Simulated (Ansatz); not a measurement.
# V_O in SnO2 (P4_2/mnm) against the share of exact exchange

Aim: the (+1/0) level of V_O in SnO2 (P4_2/mnm) as a function of the share of exact exchange, with the cost of each choice. The model is a cell of 96 host atoms with 1 O taken out; the atoms are relaxed once and then held.

Calculated with Ansatz 0.2.0; plane-wave PAW DFT; relaxations with PBEsol, then single points with PBEsol and PBE0 form with several shares of exact exchange, on supercells at fixed charge in a uniform background.

**1. Starting point**

The cell holds 95 atoms: 32 Sn and 63 O. Its edges and angles: a = 11.498 Å, b = 11.498 Å, c = 13.485 Å, α = 54.1°, β = 54.1°, γ = 71.8°. It derives from SnO2 (space group P4_2/mnm). Nearest the centre at fractional (0.500, 0.500, 0.347): Sn86 at 2.07 Å, Sn2 at 2.07 Å, Sn73 at 2.07 Å, O81 at 2.61 Å, O77 at 2.92 Å, O79 at 2.92 Å, O20 at 2.92 Å, O18 at 2.92 Å. The cell carries charge +1.

The host's dielectric constants go in as inputs: (4.60, 4.60, 4.91) for the electrons alone, (13.48, 13.48, 10.42) with the ions, computed on the host (DFPT, PBEsol).

The cell's shortest repeat is 11.5 Å.

**2. Relaxing both charge states, PBEsol**

The study needs fixed structures, so each charge is relaxed once, at one point at (¼, ¼, ¼), from small random displacements that break the symmetry of the site.

qp1_M1.relax/input.yaml

```yaml
crystal:
  lattice:
    - [0.0, 4.76781182, 3.21190266]
    - [4.76781182, 0.0, 3.21190266]
    - [4.76781182, 4.76781182, 0.0]
  atoms:
    - { symbol: Sn, position: [0.25, 0.25, 0.25] }
    - { symbol: Sn, position: [0.75, 0.75, 0.75] }
    - { symbol: Sn, position: [0.0, 0.0, 0.0] }
    - { symbol: Sn, position: [0.5, 0.5, 0.5] }
    - { symbol: O, position: [0.056272, 0.443728, 0.75] }
    - { symbol: O, position: [0.556272, 0.943728, 0.25] }
    - { symbol: O, position: [0.443728, 0.056272, 0.75] }
    - { symbol: O, position: [0.943728, 0.556272, 0.25] }
    - { symbol: O, position: [0.0, 0.0, 0.306272] }
    - { symbol: O, position: [0.5, 0.5, 0.806272] }
    - { symbol: O, position: [0.0, 0.0, 0.693728] }
    - { symbol: O, position: [0.5, 0.5, 0.193728] }
  supercell: [2, 2, 2]
  defects: [{ vacancy: 82 }]
total_charge: 1
basis:
  ecutwfc: 420
  xc_grid: 2
hamiltonian:
  xc: pbesol
  pseudopotentials: { kind: paw, azcp: { folder: soft_1 }, xc_functional: pbe }
kpoints:
  mp_grid: { grid: [1, 1, 1], shift: [0.25, 0.25, 0.25] }
magnetization:
  spin_polarized: true
  initial_magnetization: 1
  spin_locking: { lock_magnetization: hard }
scf:
  occupations: { method: fixed }
  max_iter: 60
output:
  forces: true
  charged_corrections:
    epsilon: [4.6, 4.6, 4.91]
    static_epsilon: [13.48, 13.48, 10.42]
    defect_position: [0.5, 0.5, 0.346864]
relax:
  f_tol: 0.015
  max_steps: 60
  random_displacement: { amplitude: 0.04, seed: 4441 }
checkpoint:
  write: "../qp1_M1.relax.run"
  compress: false
  write_wavefunctions: true
  write_every: 100000
```

Started as:

```sh
$ ansatz run input.yaml --threads 32 --pin off --max-ram 84787MiB --backend cuda --events-out ev --progress --plain --runs-dir out --max-vram 78GiB
```

Numbers of over 12 decimals in the logs are rounded to 6 here.

The log of the run:

```text
[... repeated set-up lines and file paths are left out, and long positions are rounded to six places ...]
Engine: ansatz 0.2.0, aarch64-unknown-linux-gnu
Pseudopotentials: kind: paw
Pseudopotential: Sn, paw, valence charge 14, recommended cutoff 420 eV (normal), soft_1/Sn.paw.azcp
Pseudopotential: O, paw, valence charge 6, recommended cutoff 420 eV (normal), soft_1/O.paw.azcp
Functional definition: PBEsol
  exchange = pbesol_x
  correlation = pbesol_c
[...]
Crystal: 95 atoms, lattice volume = 1168.209 Å³
Basis set: ecut = 420 eV, 22821 PW (Γ), exchange–correlation on 160×160×192 points (8 copies of the dense FFT grid, shifted against one another)
Bands: 508, of which v1, the nominal top of the filled ones, is band 413 counted from 1 (412 counted from 0)
Symmetry: 1 space group operations
k-points: 1
Non-local potential: Sn, projectors of the file, l = 0: 2, l = 1: 2, l = 2: 2, l = 3: 1
Non-local potential: O, projectors of the file, l = 0: 2, l = 1: 2, l = 2: 1
PAW form: soft (Blöchl's): semilocal exchange-correlation on the pseudo side does not see the compensation charge
PAW frozen core: Sn, regenerated for the run's functional, and the local potential with it (the file was generated under x = pbe(κ = 0.804, μ = 0.219515), c = pbe(β = 0.066725))
PAW frozen core: O, regenerated for the run's functional, and the local potential with it (the file was generated under x = pbe(κ = 0.804, μ = 0.219515), c = pbe(β = 0.066725))
PAW one-centre angular grid: Sn, 590 points (default); XC on 64 Gauss nodes
PAW one-centre angular grid: O, 110 points (default); XC on 64 Gauss nodes
Initial density: superposition of atomic densities (chi_scale 0.1, normalization cell, long waves kept (reshape's long-wave potential 0.24 eV rms))
Starting moments: Σ|m| = 1 μB on 95 of 95 sites
Initial wavefunctions: pseudopotential atomic-orbital guess
[...]
Functional: x = pbesol(κ = 0.804, μ = 0.123457), c = pbesol(β = 0.046)
SCF iter   1: F=—  HF=-225747.875022 eV  |Δ(HF+E_count)|=         —  Δρ=3.54e-2 (↑3.47e-2 ↓3.54e-2)  dr2=4.28e1  dr2_m=3.26e-2  M=1.000 μB ∫|m|=1.010 μB  Hψ=3266
preconditioner: auto → Resta (q_TF=auto, 2.575 Å⁻¹)  ε∞=3.5  [insulator: Δε(μ)=0.873 eV  Ē_g=19.773 eV  n_scr=352 (ndim 8)  ℏωp=31.2 eV  f_vac=0.000  ε∞_Penn≈3.5]
spin=Collinear: Resta preconditioning applied to the charge; magnetization (m = ρ↑ − ρ↓) channel mixes plain (no charge-response kernel on spin).
SCF iter   2: F=—  HF=-225741.202833 eV  |Δ(HF+E_count)|=    6.67e0  Δρ=2.35e-2 (↑2.29e-2 ↓2.35e-2)  dr2=1.68e1  dr2_m=2.00e-2  M=1.000 μB ∫|m|=1.017 μB  Hψ=1107
[...]
SCF iter   9: F=-225737.885913 eV  HF=-225737.885915 eV  |Δ(HF+E_count)|=   1.96e-5  Δρ=1.15e-5 (↑1.14e-5 ↓1.15e-5)  dr2=5.59e-6  dr2_m=7.76e-9  M=1.000 μB ∫|m|=1.056 μB  Hψ=2908
SCF 1 converged in 9 iterations: F = -225737.885913 eV  dr2 = 5.59e-6
[...]
relax step   1: F+E_penalty+E_count = -225737.88591343 eV  Δ(F+E_penalty+E_count) = +0.000e0 eV  max|allowed force component| = 1.954e0 eV/Å  Δτ_max = 0.0000 Å  (9 SCF iters, dr2 threshold 5.63e-6 eV, accepted)
[...]
relax step   2: F+E_penalty+E_count = -225739.49466575 eV  Δ(F+E_penalty+E_count) = -1.609e0 eV  max|allowed force component| = 5.994e-1 eV/Å  Δτ_max = 0.1210 Å  (7 SCF iters, dr2 threshold 1.00e-4 eV, accepted)
[...]
relax step   4: F+E_penalty+E_count = -225739.80808999 eV  Δ(F+E_penalty+E_count) = -3.133e-3 eV  max|allowed force component| = 1.480e-2 eV/Å  Δτ_max = 0.0105 Å  (7 SCF iters, dr2 threshold 3.77e-7 eV, accepted)
[...]
relax step   5: F+E_penalty+E_count = -225739.80809001 eV  Δ(F+E_penalty+E_count) = -2.666e-8 eV  max|allowed force component| = 1.480e-2 eV/Å  Δτ_max = 0.0000 Å  (2 SCF iters, accepted)
[...]
NSCF: frozen V_eff on 1 k-points
[...]
SCF converged after 2 iterations
Magnetization: 1.0000 μB (413.0000 up, 412.0000 down)
Absolute magnetization: 1.0351 μB (∫|ρ↑−ρ↓|, with the PAW one-centre terms)
Spin contamination: 0.0007 ħ² per cell (⟨S²⟩ above its minimum at these occupations)
Per-site moments (μB) at R_I (Å): [(0.00457368, 0.849569), (0.012553, 0.819633), (0.00322748, 0.846136), [... 6 left out ...]
Free energy (F): -225739.808090 eV
Harris-Foulkes:  -225739.808090 eV  (|F-HF|=1.68e-8)
Internal energy: -225739.808090 eV  (E = F + TS)
E sigma→0 (E₀):  -225739.808090 eV
Fermi energy:    10.105771 (↑ 10.105771, ↓ 9.001279) eV
--- Per-component energies (eV) ---
  E_band       = -2201.086023
  E_kinetic    = 16062.222086
  E_local      = -51614.997989  (includes V_loc(G=0)·N_el)
  E_nonlocal   = 8040.313689
  E_hartree    = 23419.015680
  E_xc         = -8404.549220
  E_vxc        = -8249.884931  (∫ρ·V_xc dr)
  E_paw        = -147505.762953  (= ΣΔE_a)
  E_vpaw       = -13276.827993  (= ΣTr[D̂ρ^β])
  E_aug_tail   = 0.061345  (compensation charges beyond the density's cutoff)
  E_ewald      = -65747.448732
  E_core_change = 11.338004  (= ΣΔE_core)
  E_smearing   = -0.000000  (= −TS)
  E_closure    = 0.000000  (closes the sum)
  E_deformation_potential = 17.437997  (in the stress; not in F)
  Σ components = -225739.808090   (vs F -225739.808090, Δ=0.00e0)
--- Forces (eV/Å), atoms counted from 1 ---
  atom   1  Sn     0.00111573    -0.00048213     0.00170542
  atom   2  Sn     0.00006660     0.00133224    -0.00125821
  [... 4 atoms left out ...]
  [... 89 more lines of this table ...]
  max |Σ_I F_I| component: 5.26e-5 eV/Å
--- Charged-cell corrections in eV (Makov–Payne, q = +1.000 e, ε = [13.480, 13.480, 10.420]) ---
  F (periodic)     = -225739.808090  (uncorrected; the corrections below are reported, never added to it)
  E_corr1          = +0.159600  (monopole, q²α_M/2ε̄L, of the cell on which ε is isotropic)
  F Makov-Payne    = -225739.648490  (F + E_corr1; no measured alignment; for a localised charge, not one spread in a band: unchecked)
  no potential alignment in this run, which stands beside a crystal: run the host's input off ansatz write-host-input, and read the two finished runs by ansatz place-levels (neither reads a slab, a wire or a sheet, whose cell leaves a vacuum)
--- Band table (eV) ---
  k-point 0 ↑: bands = ["-12.0538", "-12.0267", "-11.9723", "-11.9366", "-11.9206", "-11.8528", "-11.7767", "-11.7427", "-11.7388", [... rest cut ...]
  k-point 0 ↓: bands = ["-12.0400", "-12.0157", "-11.9607", "-11.9235", "-11.9133", "-11.8444", "-11.7707", "-11.7381", "-11.7325", [... rest cut ...]
--- Relaxed structure (5 steps of the walk, 5 accepted, 0 SCFs on fresh bases) ---
  F+E_penalty+E_count = -225739.80809001 eV   max|allowed force component| = 1.480e-2 eV/Å
  atoms:
    - { symbol: Sn, position: [0.124549, 0.125224, 0.122798] }
    - { symbol: Sn, position: [0.365062, 0.365744, 0.375813] }
    [... 4 atoms left out ...]
  [... 89 more lines of this table ...]
```

The job ended after 5.3 s (1 × NVIDIA GB200 with 32 threads of Arm Neoverse V2, shared host; peak memory 2.4 GiB; 21 s of CPU time).

Step by step:

```tsv
step	energy less that of the first step (eV)	largest force component (eV/Å)
1	0.0000	1.9543
2	-1.6088	0.5994
3	-1.9190	0.0777
4	-1.9222	0.0148
5	-1.9222	0.0148
```

The atoms that moved most (Å, from the sites as typed, ahead of the random displacement, the mean shift of all atoms taken out):

```tsv
atom	dx	dy	dz	length
Sn86	0.133	0.132	0.000	0.187
Sn73	-0.085	-0.086	0.123	0.173
Sn2	-0.085	-0.085	-0.123	0.171
O20	-0.060	-0.085	0.042	0.112
O81	0.079	0.079	0.000	0.111
O18	-0.084	-0.060	0.042	0.111
O77	-0.082	-0.057	-0.041	0.108
O79	-0.056	-0.081	-0.041	0.107
```

Neighbours of the ideal centre at the end:

```tsv
atom	distance (Å)
Sn2	2.241
Sn73	2.241
Sn86	2.253
O81	2.500
O20	2.820
O79	2.823
O18	2.825
O77	2.827
O54	2.866
O53	2.867
O32	2.873
O31	2.873
```

```tsv
charge	moment set (μB)	steps	largest displacement (Å)	time
0	0	5	0.12	4.7 s
+1	1	5	0.19	5.3 s
```

The relaxation ends 20 meV an atom lower than the displaced start, with a largest force component of 0.015 eV/Å.

**3. First setting: 0 (PBEsol)**

Exact exchange opens the gap of the host. A level of a localised state need not follow either band edge, so its distance to each edge changes. The single points sample the zone centre alone.

qp1_M1.a0/input.yaml

```yaml
crystal:
  checkpoint: "../qp1_M1.relax.run"
  host: checkpoint
total_charge: 1
basis:
  ecutwfc: 420
  xc_grid: 2
hamiltonian:
  xc: pbesol
  pseudopotentials: { kind: paw, azcp: { folder: soft_1 }, xc_functional: pbe }
kpoints:
  mp_grid: { grid: [1, 1, 1] }
magnetization:
  spin_polarized: true
  initial_magnetization: 1
  spin_locking: { lock_magnetization: hard }
scf:
  occupations: { method: fixed }
  max_iter: 60
output:
  forces: true
  charged_corrections:
    epsilon: [4.6, 4.6, 4.91]
    static_epsilon: [13.48, 13.48, 10.42]
    defect_position: [0.5, 0.5, 0.346864]
  eigenvalues: true
  eigenstates: { localisation: true }
  efg: {}
checkpoint:
  read: "../qp1_M1.relax.run"
  write: "../qp1_M1.a0.run"
  compress: false
  write_wavefunctions: false
  write_every: 100000
```

The log of the run:

```text
[...]
crystal.checkpoint: the structure is that of <dir>, a `relax` run, at its step 5: its result, under pbesol at a charge of 1 e; 95 atoms read, 0 with a starting moment; crystal.structure_sha256 for this input is
Sn: output.efg is read without spin–orbit coupling, which moves field gradients at and beside such atoms by some per cent and up to a factor of two; PAW files take it under magnetization.noncollinear and magnetization.spin_orbit
[...]
device memory: the entry about to start is reckoned to put 7.1 GiB on a device that reports 176.4 GiB free (of which the cap on the GPU budget leaves the run 78.0 GiB)
GPU FFT provider: cuFFT
GPU libraries: cuBLAS 13.8.1, cuFFT 12.4.0, cuSOLVER 12.3.2
GPU matrix products: emulated (plane waves: as basis.precision tells), large ones in fixed point in workspaces of 1.00 GiB
Crystal: 95 atoms, lattice volume = 1168.209 Å³
Basis set: ecut = 420 eV, 22821 PW (Γ), exchange–correlation on 160×160×192 points (8 copies of the dense FFT grid, shifted against one another)
Bands: 508, of which v1, the nominal top of the filled ones, is band 413 counted from 1 (412 counted from 0)
Symmetry: 1 space group operations
[...]
k-points: 1
[...]
Starting moments: Σ|m| = 1 μB on 95 of 95 sites; this step starts from the density that it was given
[...]
GPU buffer pool allocated for 614400 grid points (all kernels)
GPU transforms: local potential and band sums: pruned to the plane-wave sphere, on 80×80×90
[...]
SCF iter   9: F=-225739.534654 eV  HF=-225739.534654 eV  |Δ(HF+E_count)|=   4.71e-8  Δρ=7.50e-7 (↑7.50e-7 ↓7.44e-7)  dr2=1.98e-8  dr2_m=4.11e-10  M=1.000 μB ∫|m|=1.080 μB  Hψ=2229
SCF 1 converged in 9 iterations: F = -225739.534654 eV  dr2 = 1.98e-8
[...]
SCF converged after 9 iterations
Stability checked in part: among states of this total moment the steps that led to this state did not find it unstable. No probe was made; neither looks for a lower state of another moment (fixed_total_moment; see scf.lower_state_search)
Magnetization: 1.0000 μB (413.0000 up, 412.0000 down)
Absolute magnetization: 1.0639 μB (∫|ρ↑−ρ↓|, with the PAW one-centre terms)
[...]
Per-site moments (μB) at R_I (Å): [(0.00593174, 0.849569), (0.010904, 0.819633), (0.00468886, 0.846136), [... 6 left out ...]
Free energy (F): -225739.534654 eV
[...]
Internal energy: -225739.534654 eV  (E = F + TS)
E sigma→0 (E₀):  -225739.534654 eV
Fermi energy:    9.646625 (↑ 9.646625, ↓ 9.077487) eV
[...]
--- Forces (eV/Å), atoms counted from 1 ---
  atom   1  Sn     0.00397135     0.00236110    -0.00305199
  atom   2  Sn    -0.08506940    -0.08378812    -0.18006538
  [... 4 atoms left out ...]
  [... 89 more lines of this table ...]
  max |Σ_I F_I| component: 8.35e-6 eV/Å
--- PAW observables at the nuclei: V_zz in 10²¹ V/m², potentials from the cell's mean, atoms counted from 1 ---
  [... 2 lines on atoms farther from the defect left out ...]
  atom   2  Sn V_zz =   +12.585194   η = 0.0749   by run symmetry: allowed
            electrostatic potential = -8173.786838 V   contact ρ = 1309593.675168 e/Å³   contact ρ_s (e/Å³): all electrons +7.099316, valence +7.017916
  [...]
F Makov-Payne    = n/a  (the rows are of the electrons' constant alone; ansatz place-levels tells what screens the charge)
[...]
--- Band table (eV) ---
[...]
```

The job ended after 4.7 s (1 × NVIDIA GB200 with 32 threads; peak memory 2.2 GiB; 57 s of CPU time).

Reading the cycles: dr2 is the Hartree energy of the density residual (eV), the measure of convergence; HF is the Harris–Foulkes estimate of the energy, which meets the free energy F at convergence.

Both charges and the host at this setting go to place-levels, which corrects for the image charge and aligns the potentials.

levels.a0.yaml

```yaml
host:
  run: host.a0.run
states: [q0.a0.run, qp1_M1.a0.run]
geometry_from:
  q0.a0.run: q0.relax.run
  qp1_M1.a0.run: qp1_M1.relax.run
  host.a0.run: host.relax.run
chemical_potentials:
  O:
    energy: -558.291301
    dataset: <sha256 of the dataset>
```

Started as:

```sh
$ ansatz place-levels levels.a0.yaml -- --threads 32 --pin off --max-ram 84787MiB
```

The log of the run:

```text
(+1/0) 0.491 eV above the valence edge, 0.423 eV under the conduction edge
formation energy of charge +1: +2.081 eV with the Fermi level at the valence edge
formation energy of charge 0: +2.572 eV with the Fermi level at the valence edge
  edges by pbesol, gap 0.913 eV; the host is sampled to repeats of 11.50 Å
  the defect's cells are sampled to repeats of 11.50 Å, like sampling
  charge +1: -225739.4164 eV with its correction of +0.118 eV, at epsilon [13.48, 13.48, 10.42], aligned at sites: -0.0413 eV, mean over 31 atomic sites at or beyond 5.75 Å from the host's site at [0.5000, 0.5000, 0.3468] by the defect at [0.5000, 0.5000, [...]
  charge 0: +0.000 eV for its dipole among its images, +0.000 omitted
  of states[1] (qp1_M1.a0.run): how wide its charge is, is not read beside other atoms or cores, and a band state would take no correction. [...]
  of states[0] (q0.a0.run): its only k-point is the zone centre, where a defect's energies can be off by tenths of an eV or more: see "From the zone centre to a mesh" in the quickstart; [...]
```

It took 0.13 s on 32 threads.

At this setting the gap is 0.913 eV and (+1/0) lies 0.491 eV above the valence top.

**4. The other settings**

From the second setting on only the share changes; the first is PBEsol, whose semilocal part differs from that of the hybrids. The next input; the others follow the same pattern (0.2, 0.25, 0.3 and 0.4):

qp1_M1.a10/input.yaml, as its differences from qp1_M1.a0/input.yaml of step 3:

```diff
@@ -8,4 +8,4 @@
 hamiltonian:
-  xc: pbesol
-  pseudopotentials: { kind: paw, azcp: { folder: soft_1 }, xc_functional: pbe }
+  xc: { preset: pbe0, exx: 0.1 }
+  pseudopotentials: { kind: paw, azcp: { folder: soft_1 } }
 kpoints:
@@ -30,3 +30,3 @@
   read: "../qp1_M1.relax.run"
-  write: "../qp1_M1.a0.run"
+  write: "../qp1_M1.a10.run"
   compress: false
```

**5. Result against cost**

Times of the states on 1 × NVIDIA GB200 with 32 threads of Arm Neoverse V2, shared host; the host is run again at each setting:

```tsv
share of exact exchange	gap (eV)	(+1/0) above the valence top (eV)	under the conduction bottom (eV)	time, both charge states	time, host and placing	peak memory of a state (GiB)
0 (PBEsol)	0.913	0.491	0.423	6.5 s	2 s	2.2
0.1	1.993	1.318	0.675	30 s	37 s	2.6
0.2	3.005	2.127	0.879	34 s	49 s	2.7
0.25	3.522	2.538	0.985	36 s	51 s	2.6
0.3	4.047	2.954	1.093	36 s	42 s	2.6
0.4	5.114	3.797	1.317	39 s	44 s	2.8
```

**6. What came out**

| Property | Result |
| --- | --- |
| (plus 1/0) level, 0 (PBEsol) | 0.49 eV |
| (plus 1/0) level, 0.1 | 1.32 eV |
| (plus 1/0) level, 0.2 | 2.13 eV |
| (plus 1/0) level, 0.25 | 2.54 eV |
| (plus 1/0) level, 0.3 | 2.95 eV |
| (plus 1/0) level, 0.4 | 3.80 eV |
| slope of the gap among the hybrids | 1.04 eV per 0.1 of exact exchange |

What this shows: From a share of 0 (PBEsol) to 0.4 the gap opens from 0.91 to 5.11 eV and (+1/0) moves from 0.49 to 3.80 eV above the valence top. Among the hybrids, by fitted slopes, the level takes 79 % of the gap's opening, between the two edges. The atoms were held at the semilocal structure, so a distortion that exact exchange would bring is missing. The program warns that hybrid band edges depend on the exchange mesh, which was not varied here; the gaps and slopes may carry that error. Only the charges 0 and +1 were run, each from one start, so (+1/0) need not be a change between stable states. At 0.1, 0.2, 0.25, 0.3 and 0.4 the program warns that a filled state reaches beyond the cell, so that a hybrid's gap, moments and forces can be wrong at one k-point: the state may not be bound, and these numbers are no reliable defect level. The program calls the alignment of potentials doubtful in this cell, and the corrections (0.10 and 0.00 eV for the two states) enter the level by their difference, 0.10 eV: its value is uncertain, though the differences between settings are less so. What this leaves open: sampling at the zone centre alone can move energies of charged and open-shell states by tenths of an eV or more in cells of this size; spin–orbit coupling, which can matter with heavy atoms, is left out; the structures are those of PBEsol; force components of up to 0.24 eV/Å remain in a run at the final settings.

[Logs are printed without paths, hosts, clocks, repeated set-up lines and the standing remarks that a program may print on its own settings, such as how far it seeks lower states.]

[Hosts, paths, dates, database ids (printed as entryN), source tags and the programs' standing remarks are cut or masked in the printed files.]

[Where a table of states has a column of steps, it counts the stored structures, which are thinned; the runs took as many ionic steps or more.]

[For some hosts the program warned that the k-mesh of the response run may be too coarse for force constants and the static dielectric constant; such warnings are not shown here.]
